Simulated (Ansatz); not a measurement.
Crystal: Bi, diamond type, 2 atoms in the cell.

Theory: r²SCAN, plane waves, PAW datasets (generated hard set) (Ansatz 0.2.0 development build).

Cutoff 700 eV; k-mesh 8×8×8 Γ-centred; Fermi–Dirac smearing of 0.1 eV; no spin polarisation; no spin–orbit coupling.

The fit to the energies gives V₀ = 47.426 Å³/atom (a₀ = 7.239 Å), B₀ = 31.8 GPa, B₀′ = 4.35.

Question: What pressure does the program print at V = 50.486 Å³/atom, and how far above the lowest computed point (V = 47.573 Å³/atom) does the energy lie?

Answer: -1.73 GPa and 17.46 meV/atom. All points:

```json
{"V (Å³/atom)": "44.661", "a (Å)": "7.0959", "E − E(min) (meV/atom)": "17.73", "P (GPa)": "2.17"}
{"V (Å³/atom)": "46.117", "a (Å)": "7.1722", "E − E(min) (meV/atom)": "3.72", "P (GPa)": "0.95"}
{"V (Å³/atom)": "47.573", "a (Å)": "7.2469", "E − E(min) (meV/atom)": "0.00", "P (GPa)": "-0.10"}
{"V (Å³/atom)": "49.030", "a (Å)": "7.3201", "E − E(min) (meV/atom)": "5.02", "P (GPa)": "-0.98"}
{"V (Å³/atom)": "50.486", "a (Å)": "7.3919", "E − E(min) (meV/atom)": "17.46", "P (GPa)": "-1.73"}
```

The stress includes the program's correction for the finite plane-wave basis.

This cubic structure is a model: it isn't the usual form of the substance at ambient conditions, and such phases are metastable or hypothetical. Spin–orbit coupling is left out, which matters for 6p elements such as Tl, Pb and Bi. Potentials made with PBE were used with another functional.
